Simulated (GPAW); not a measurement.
# MnSi (Pm-3m) in GPAW: single point with LDA

Aim: the single point of MnSi with LDA.

Program: GPAW 26.7.0. These are calculated values, not measurements. Logs are shortened: lines on timing, memory, paths and dates and some standing lists are left out, and cuts for length are marked. The log counts tension as positive stress, the text compression.

**1. The structure**

Symmetry: Pm-3m, No. 221, cubic system. Conventional cell: a = 2.987 Å, b = 2.987 Å, c = 2.987 Å, α = 90.00°, β = 90.00°, γ = 90.00°. Mn (site symmetry m-3m) is surrounded by 8 Si at 2.59 Å. Si (site symmetry m-3m) is surrounded by 8 Mn at 2.59 Å.

The cell was built by a generator and needn't be a form met in nature.

**2. Single point, LDA, collinear spin, ferromagnetic start**

Contents of run.py:

```python
from ase.dft.bandgap import bandgap
from ase.io import read, write
from ase.units import GPa
from gpaw import GPAW, PW

atoms = read('MnSi.xyz')
atoms.set_initial_magnetic_moments([5.0, 0.0])

calc = GPAW(mode=PW(500),
            xc='LDA',
            kpts={'size': (7, 7, 7), 'gamma': True},
            occupations={'name': 'fermi-dirac', 'width': 0.05},
            nbands=20,
            maxiter=120,
            txt='gpaw.txt')
atoms.calc = calc
energy = atoms.get_potential_energy()
forces = atoms.get_forces()
stress = atoms.get_stress()
calc.write('gs.gpw')
write('result.traj', atoms)
print(f'Energy: {energy:.6f} eV')
print('Forces (eV/A):')
print(forces.round(4))
print('Stress (GPa):', (stress / GPa).round(3))
print('Moments:', calc.get_magnetic_moments().round(3))
print('Fermi level:', round(calc.get_fermi_level(), 4), 'eV')
print(f'Gap: {bandgap(calc)[0]:.4f} eV, direct: {bandgap(calc, direct=True)[0]:.4f} eV')
```

Contents of MnSi.xyz:

```xyz
2
Lattice="2.9874314600 0.0000000000 0.0000000000 0.0000000000 2.9874314600 0.0000000000 0.0000000000 0.0000000000 2.9874314600" Properties=species:S:1:pos:R:3 pbc="T T T"
Mn     1.4937157300      1.4937157300      1.4937157300
Si     0.0000000000      0.0000000000      0.0000000000
```

Potentials or basis: the program's PAW data sets (release 1.2.1) made for this functional, pw.

The run is started by

```bash
$ OMP_NUM_THREADS=1 python run.py
```

gpaw.txt:

```text
__  _  _
 | _ |_)|_||  |
 |__||  | ||/\| - 26.7.0

Input parameters:
  mode=PW(ecut=500.0),
  kpts=MonkhorstPack(size=(7, 7, 7), gamma=True),
  maxiter=120,
  nbands=20,
  occupations=Occupations(name='fermi-dirac', width=0.05),
  xc=XC(name='LDA')

Diagonalizing LCAO Hamiltonian
Converting LCAO to pw mode
   .------.
  /|      |
 * |      |
 | |  Mn  |
 | .------.
 |/      /
 Si-----*

Atoms  # Å, Bohr magnetons
|   | symbol |        x |        y |        z |    initial magnetic moments |
|---|--------|----------|----------|----------|-----------------------------|
| 0 |     Mn | 1.493716 | 1.493716 | 1.493716 | ( 0.0000,  0.0000,  5.0000) |
| 1 |     Si | 0.000000 | 0.000000 | 0.000000 | ( 0.0000,  0.0000,  0.0000) |

Unit cell  # Å
| periodic |        x |        y |        z |  lengths |    angles |
|----------|----------|----------|----------|----------|-----------|
|      yes | 2.987431 | 0.000000 | 0.000000 | 2.987431 | 90.000000 |
|      yes | 0.000000 | 2.987431 | 0.000000 | 2.987431 | 90.000000 |
|      yes | 0.000000 | 0.000000 | 2.987431 | 2.987431 | 90.000000 |

Number of symmetries: 48
Symmetry operations  # r_c * U_cc + t_c -> r_c
|    | kind |            matrix            |
|----|------|------------------------------|
|  0 |  E   |  1, 0, 0,  0, 1, 0,  0, 0, 1 |
|  1 |  σ   |  1, 0, 0,  0, 1, 0,  0, 0,-1 |
|  2 |  σ   |  1, 0, 0,  0, 0, 1,  0, 1, 0 |
|  3 |  C4  |  1, 0, 0,  0, 0, 1,  0,-1, 0 |
|  4 |  C4  |  1, 0, 0,  0, 0,-1,  0, 1, 0 |
|  5 |  σ   |  1, 0, 0,  0, 0,-1,  0,-1, 0 |
|  6 |  σ   |  1, 0, 0,  0,-1, 0,  0, 0, 1 |
|  7 |  C2  |  1, 0, 0,  0,-1, 0,  0, 0,-1 |
|  8 |  σ   |  0, 1, 0,  1, 0, 0,  0, 0, 1 |
|  9 |  C2  |  0, 1, 0,  1, 0, 0,  0, 0,-1 |
| 10 |  C3  |  0, 1, 0,  0, 0, 1,  1, 0, 0 |
| 11 |  S6  |  0, 1, 0,  0, 0, 1, -1, 0, 0 |
| 12 |  S6  |  0, 1, 0,  0, 0,-1,  1, 0, 0 |
| 13 |  C3  |  0, 1, 0,  0, 0,-1, -1, 0, 0 |
| 14 |  C4  |  0, 1, 0, -1, 0, 0,  0, 0, 1 |
| 15 |  S4  |  0, 1, 0, -1, 0, 0,  0, 0,-1 |
| 16 |  C3  |  0, 0, 1,  1, 0, 0,  0, 1, 0 |
| 17 |  S6  |  0, 0, 1,  1, 0, 0,  0,-1, 0 |
| 18 |  σ   |  0, 0, 1,  0, 1, 0,  1, 0, 0 |
| 19 |  C4  |  0, 0, 1,  0, 1, 0, -1, 0, 0 |
| 20 |  C2  |  0, 0, 1,  0,-1, 0,  1, 0, 0 |
| 21 |  S4  |  0, 0, 1,  0,-1, 0, -1, 0, 0 |
| 22 |  S6  |  0, 0, 1, -1, 0, 0,  0, 1, 0 |
| 23 |  C3  |  0, 0, 1, -1, 0, 0,  0,-1, 0 |
| 24 |  S6  |  0, 0,-1,  1, 0, 0,  0, 1, 0 |
| 25 |  C3  |  0, 0,-1,  1, 0, 0,  0,-1, 0 |
| 26 |  C4  |  0, 0,-1,  0, 1, 0,  1, 0, 0 |
| 27 |  σ   |  0, 0,-1,  0, 1, 0, -1, 0, 0 |
| 28 |  S4  |  0, 0,-1,  0,-1, 0,  1, 0, 0 |
| 29 |  C2  |  0, 0,-1,  0,-1, 0, -1, 0, 0 |
| 30 |  C3  |  0, 0,-1, -1, 0, 0,  0, 1, 0 |
| 31 |  S6  |  0, 0,-1, -1, 0, 0,  0,-1, 0 |
| 32 |  C4  |  0,-1, 0,  1, 0, 0,  0, 0, 1 |
| 33 |  S4  |  0,-1, 0,  1, 0, 0,  0, 0,-1 |
| 34 |  S6  |  0,-1, 0,  0, 0, 1,  1, 0, 0 |
| 35 |  C3  |  0,-1, 0,  0, 0, 1, -1, 0, 0 |
| 36 |  C3  |  0,-1, 0,  0, 0,-1,  1, 0, 0 |
| 37 |  S6  |  0,-1, 0,  0, 0,-1, -1, 0, 0 |
| 38 |  σ   |  0,-1, 0, -1, 0, 0,  0, 0, 1 |
[... 88 lines left out ...]
    compensation charges:
      type: gauss
      rc: 0.33  # [Å]
      lmax: 2
    cutoffs:
      filter: 1.86  # [Å]
      core: 2.06  # [Å]
    projectors
    | kind |    occ | energy [eV] | rcut [Å] |
    |------|--------|-------------|----------|
    |   3s |  2.000 |     -10.878 |    1.058 |
    |   3p |  2.000 |      -4.162 |    1.058 |
    |    s |        |      16.334 |    1.058 |
    |    p |        |      23.049 |    1.058 |
    |    d |        |       0.000 |    1.058 |

    Using partial waves for Si as LCAO basis

Reference energy: -39314.185157  # eV

eigensolver:
  PPCG
  Converge bands: occupied
  niter=2

density mixing:
  MSR1-Mixer
  Pratt-step length: 0.05
  Maximum mixing coefficient: 0.75
  Old densities: 10
  SVD Regularization: 0.005
  Good broyden scale: 1.0
  Trust region scale: 1.0
  Backstep threshold: 4.0
  History deletion threshold: 6.0
  Fourier metric: weight=20.0, sigma=0.015

occupation numbers:
  Fermi-Dirac:
    width: 0.0500  # eV

poisson solver:
  ecut: 4000.0  # eV

xc functional:
  name: None

convergence criteria:
- Maximum [total energy] change in last 3 cyles: 0.0005 eV / valence electron
- Maximum integral of absolute [dens]ity change: 0.0001 electrons / valence electron
- Maximum integral of absolute [eigenst]ate change: 4e-08 eV^2 / valence electron
maximum number of iterations: 120

SCF iterations
|iter     | |      energy | eigst |  dens |  magmom |
|---------|-|-------------|-------|-------|---------|
|iter:   1| |  -15.793211 | +0.21 |       |  +5.0105|
|iter:   2| |  -15.825873 | -2.41 | -0.85 |  +4.9083|
|iter:   3| |  -16.717395 | -2.35 | -0.88 |  +3.5154|
|iter:   4| |  -16.765039 | -1.88 | -0.98 |  +2.4304|
|iter:   5| |  -16.813823 | -2.64 | -1.12 |  +1.4345|
|iter:   6| |  -16.871846 | -3.02 | -1.45 |  +0.4450|
|iter:   7| |  -16.890574 | -3.27 | -1.65 |  +0.5423|
|iter:   8| |  -16.887001 | -4.05 | -1.84 |  +0.7257|
|iter:   9| |  -16.887497c| -5.21 | -2.53 |  +0.8012|
|iter:  10| |  -16.887645c| -5.92 | -2.97 |  +0.8064|
|iter:  11| |  -16.887643c| -6.64 | -3.56 |  +0.8015|
|iter:  12| |  -16.887669c| -7.77c| -3.84 |  +0.8055|
|iter:  13| |  -16.887686c| -8.15c| -4.19c|  +0.8083|

Converged in 13 steps
Energy contributions relative to reference atoms: (reference = -39314.185157)

Energy contributions:
  Kinetic:         -12.098470
  Coulomb:          11.298364
  Zero:              0.198137
  External:          0.000000
  Xc:              -16.274651
  Entropy:          -0.022131
  Spinorbit:         0.000000
  ----------------------------
  Free energy:     -16.898752
  Extrapolated:    -16.887686

dipole moment: (-6.496491, -6.496491, -6.496491)  # |e|*Ang

Total magnetic moment: (0.000000, 0.000000, 0.808260)

Local magnetic moments
|        x |        y |         z |
|----------|----------|-----------|
| 0.000000 | 0.000000 |  0.822545 |  # Mn   0
| 0.000000 | 0.000000 | -0.038331 |  # Si   1

Fermi level: 8.802
Eigenvalues  # (at kpt = [0.000, 0.000, 0.000])
| band index |      eig [eV] | occ [0-1] |      eig [eV] | occ [0-1] |
|------------|---------------|-----------|---------------|-----------|
|          0 |       -69.663 |     1.000 |       -68.790 |     1.000 |
|          1 |       -38.806 |     1.000 |       -37.960 |     1.000 |
|          2 |       -38.806 |     1.000 |       -37.960 |     1.000 |
|          3 |       -38.806 |     1.000 |       -37.960 |     1.000 |
|          4 |        -3.125 |     1.000 |        -3.094 |     1.000 |
|          5 |         6.361 |     1.000 |         6.795 |     1.000 |
[... 8 lines left out ...]
|         14 |        16.920 |     0.000 |        17.092 |     0.000 |
|         15 |        18.507 |     0.000 |        18.632 |     0.000 |
|        ... |               |           |               |           |
|         19 |        30.018 |     0.000 |        30.172 |     0.000 |

No gap
No difference between direct/indirect transitions

Forces  # eV/Ang
|       x |       y |       z |
|---------|---------|---------|
| 0.00000 | 0.00000 | 0.00000 |  # Mn   0
| 0.00000 | 0.00000 | 0.00000 |  # Si   1

Stress tensor  # eV/Ang^3
|         x |         y |        z |
|-----------|-----------|----------|
|  0.221922 | -0.000000 | 0.000000 |
| -0.000000 |  0.221922 | 0.000000 |
|  0.000000 |  0.000000 | 0.221922 |

# Writing to gs.gpw (mode='')
```

It took 11 s on 1 thread of Arm Neoverse V2, shared host; peak memory 0.14 GiB.

What came out:

```yaml
Free_energy: -16.8988 eV
Pressure: -35.6 GPa
Band_gap_on_the_k_mesh: none (metal or under the smearing width)
Net_moment: 0.81 μB per cell
Site_moments: Mn +0.82; Si -0.04 μB
```

Caveat: the cutoff is short for stress and forces, so pressures can be off by a GPa or more; a pressure of tens of GPa on the cell as given is suspect, and the run, the potentials or the cell itself is likely at fault; the moment fell far below its start of 5 μB, so a state of higher moment may lie lower in energy.
